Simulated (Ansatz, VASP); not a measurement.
Two plane-wave programs on In

File INCAR:

```
ALGO = Normal
EDIFF = 1E-8
ENCUT = 520
GGA = PE
ISIF = 2
ISMEAR = -1
LASPH = True
LCHARG = False
LEFG = True
LREAL = False
LWAVE = False
NBANDS = 12
NELM = 60
PREC = Accurate
SIGMA = 0.05
```

Contents of KPOINTS:

```
k-points
0
Gamma
  15 15 15
```

Contents of POSCAR:

```
In
1.0
    0.0000000000      2.3956139014      2.3956139014
    2.3956139014      0.0000000000      2.3956139014
    2.3956139014      2.3956139014      0.0000000000
In
1
Direct
    0.0000000000      0.0000000000      0.0000000000
```

Input for Ansatz:

```yaml
crystal:
  lattice:
    - [0.0, 2.3956139014, 2.3956139014]
    - [2.3956139014, 0.0, 2.3956139014]
    - [2.3956139014, 2.3956139014, 0.0]
  atoms:
    - { symbol: In, position: [0.0, 0.0, 0.0] }
kpoints:
  mp_grid: { grid: [15, 15, 15] }
  band_path:
    path:
      - [0.0, 0.0, 0.0]
      - [0.5, 0.0, 0.5]
      - [0.625, 0.25, 0.625]
      - [0.375, 0.375, 0.75]
      - [0.0, 0.0, 0.0]
      - [0.5, 0.5, 0.5]
      - [0.5, 0.25, 0.75]
      - [0.5, 0.0, 0.5]
    npoints: 14
scf:
  occupations: { method: fermi_dirac, width: 0.05 }
hamiltonian:
  xc: pbe
  pseudopotentials: { kind: paw }
output:
  forces: true
  stress: true
  eigenvalues: true
  efg: { contact_densities: true }
  populations: true
  bader: true
  dos: { projected: true, de: 0.2, e_range: [-14, 8] }
  write_density: true
  write_potential: true
  elf: true
  volumetric_format: npy
```

Alike in both runs: task electric field gradients; functional PBE; k mesh 15 × 15 × 15; occupations fermi-dirac, width 0.05 eV; no spin polarisation.

|  | VASP | Ansatz |
| --- | --- | --- |
| version | VASP 6.6.1 | Ansatz 0.2.0 |
| potentials or method | VASP PAW PBE potentials, release 64 (In_d) | PAW with Ansatz's default frozen-core files, scalar-relativistic |
| plane-wave cutoff (eV) | 520 | 420 |
| valence electrons in the cell | 13 | 13 |

```tsv
	VASP	Ansatz	Ansatz less VASP
pressure (GPa)	0.0	0.0	+0.03
Vzz of the field gradient on the site that differs most (V/Å²)	0.0	0.0	0.00
```

Ansatz warned: «gradients_without_spin_orbit».
